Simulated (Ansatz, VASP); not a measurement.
# Cs in VASP and in Ansatz

```xyz
1
Lattice="0.0000 3.8081 3.8081 3.8081 0.0000 3.8081 3.8081 3.8081 0.0000" Properties=species:S:1:pos:R:3 pbc="T T T"
Cs    0.0000    0.0000    0.0000
```

The cell was built by a generator and needn't be a form met in nature.

Alike in both runs: task relaxation of cell and atoms; functional RPBE; k mesh 7 × 7 × 7; occupations fermi-dirac, width 0.1 eV; no spin polarisation.

|  | VASP | Ansatz |
| --- | --- | --- |
| version | VASP 6.6.1 | Ansatz 0.2.0 |
| potentials or method | VASP PAW PBE potentials, release 64 (Cs_sv) | plane waves (420 eV) with PAW, scalar-relativistic |
| plane-wave cutoff (eV) | 600 | 420 |
| valence electrons in the cell | 9 | 9 |

|  | VASP | Ansatz | Ansatz less VASP |
| --- | --- | --- | --- |
| relaxed volume (Å³/atom) | 131.06 | 131.02 | -0.033 |
| relaxed cell length with the largest relative difference (Å) | 5.702 | 5.701 | -0.0005 |
| energy change over the relaxation (meV/atom) | -22 | -23 | -0.6 |

Caveats: the volume moved by over 15 % at a fixed basis, so the end points are rough (VASP); the PAW data sets were made with another functional, which shifts forces and pressure a little (VASP). Spin-orbit coupling is left out, which matters for the levels of Cs.
